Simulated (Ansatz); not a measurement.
## A trial form of GdN

Computed with DFT PBE, scalar-relativistic, plane waves, PAW in Ansatz. Cutoff 420 eV, Gaussian smearing, Γ-centred meshes. Cell and atoms relax first on a coarse mesh, the cell is then made exact in the group found at 0.06 to 0.08 Å, and last on a converged mesh; the steps can't lower the symmetry of their start. Collinear spin, starting moments Gd 7.0 μB.

A trial structure of GdN was built thus: random cell by space group and Wyckoff sites (Fmm2, No. 42). The dimensions are guesses.

```
Gd N
1.0
     0.00000    2.61177    3.50074
     2.34012    0.00000    3.50074
     2.34012    2.61177    0.00000
Gd N
1 1
Cartesian
  2.3401 2.6118 2.5601
  2.3401 2.6118 5.1658
```

The zero of energy is the elements' standard structures at the same level (N₂ as a molecule); no fitted shifts are applied.

Question: Which structure results?

Answer: The symmetry goes from Fmm2 (No. 42) to Fm-3m (No. 225). The end has the rock salt type. The volume per atom shrinks by 27.7 %, from 21.4 to 15.5 Å³. The shortest distance goes from 2.51 Å (Gd–N) to 2.49 Å (Gd–N). The end is written in a standard setting, so origin, axes and order of atoms can differ from the start's. Conventional cell: a = 4.984 Å. Around Gd lie 6 N at 2.49 Å; N is surrounded by 6 Gd at 2.49 Å.

```cif
data_structure
_symmetry_space_group_name_H-M 'P 1'
_symmetry_Int_Tables_number 1
_cell_length_a 3.5242
_cell_length_b 3.5242
_cell_length_c 3.5242
_cell_angle_alpha 60.000
_cell_angle_beta 60.000
_cell_angle_gamma 60.000
_cell_volume 30.95
loop_
_atom_site_label
_atom_site_type_symbol
_atom_site_fract_x
_atom_site_fract_y
_atom_site_fract_z
_atom_site_occupancy
Gd1 Gd 0.00000 0.00000 0.00000 1
N1 N 0.50000 0.50000 0.50000 1
```

Question: How does it come out in energy, and is it a metal?

Answer: The energy over the elements is −1.56 eV/atom, the gap on the 18×18×18 mesh of the 2-atom cell is 0 eV (a metal) and the net moment per atom is 3.50 μB. The moment by site is Gd 6.9 μB.

Whether it is stable depends on the other phases of the system, which aren't compared here.

The last run used collinear spin and Gaussian smearing of 0.10 eV. The 4f shell of Gd is treated without a Hubbard U, which places its levels poorly. The magnetic state reached may not be the lowest. A structure relaxed within its symmetry needn't be a true minimum. Site moments count only spheres around the atoms; the net moment includes the space between them.
